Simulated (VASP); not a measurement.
Set up this calculation in VASP 6.6.1, as the native input.

```
Task                   : single point
Functional             : PBE
Dispersion             : D3(BJ)
Potentials or basis    : VASP PAW PBE potentials, release 64 (Si, Ge_d)
Cutoff                 : 520 eV
k mesh                 : 2 × 2 × 2
Occupations            : gaussian, width 0.05 eV
Spin                   : no spin polarisation
Dipole correction      : no
Further INCAR settings : LREAL = Auto; ALGO = Fast; EDIFF = 1e-07; NBANDS = 53
```

The structure of Si16Ge (a cell with a defect) lies in POSCAR:

```
Si16Ge
1.0
    0.0000000000      5.4300000000      5.4300000000
    5.4300000000      0.0000000000      5.4300000000
    5.4300000000      5.4300000000      0.0000000000
Si Ge
16 1
Direct
    0.0006941989      0.0011048803      0.0007684162
    0.1249254144      0.1253779006      0.1250119705
    0.0006826888      0.0011230203      0.4977237569
    0.1204372007      0.1208226519      0.6295259669
    0.0006970534      0.4980528545      0.0007836096
    0.1204075506      0.6298896869      0.1204825046
   -0.0116441068      0.5039984346      0.5038437385
    0.1203848987      0.6298946593      0.6295379374
    0.4976468692      0.0011159300      0.0007617864
    0.6294401473      0.1208296501      0.1205191529
    0.5037040516     -0.0110523020      0.5037570902
    0.6294500000      0.1208024862      0.6295328729
    0.5037861878      0.5039937385     -0.0115265193
    0.6294539595      0.6298935543      0.1204648250
    0.5039597606      0.5040437385      0.5039621547
    0.6248844383      0.6255991713      0.6250273481
    0.3748755064      0.3757377532      0.3750602210
```

The cell was built by a generator and needn't be a form met in nature.

These files were run (other wordings do the same):

INCAR

```
SYSTEM = Si16Ge
ALGO = Fast
EDIFF = 1E-7
ENCUT = 520
GGA = PE
ISIF = 2
ISMEAR = 0
IVDW = 12
LASPH = .True.
LCHARG = .False.
LREAL = Auto
LWAVE = .False.
NBANDS = 53
NELM = 100
PREC = Accurate
SIGMA = 0.05
```

KPOINTS

```
k-points
0
Gamma
  2 2 2
  0 0 0
```

Potentials or basis: VASP PAW PBE potentials, release 64 (Si, Ge_d).

Run with:

```sh
$ cat potpaw_PBE.64/Si/POTCAR potpaw_PBE.64/Ge_d/POTCAR > POTCAR
$ mpirun -np 1 vasp_std > vasp.out
```

It gave:

```yaml
Pressure: 3.7 GPa
Largest_force: 0.021 eV/Å
Band_gap_on_the_k_mesh: none (metal or under the smearing width)
Dispersion_energy_per_atom: -0.333 eV
```

Caveat: the k mesh is coarse (spacing up to 0.50 Å⁻¹), so the values aren't converged.

Wall time 5 min on 1 thread of Intel(R) Xeon(R) Platinum 8559C (Emerald Rapids), with other jobs on the host, peak memory 0.5 GiB.
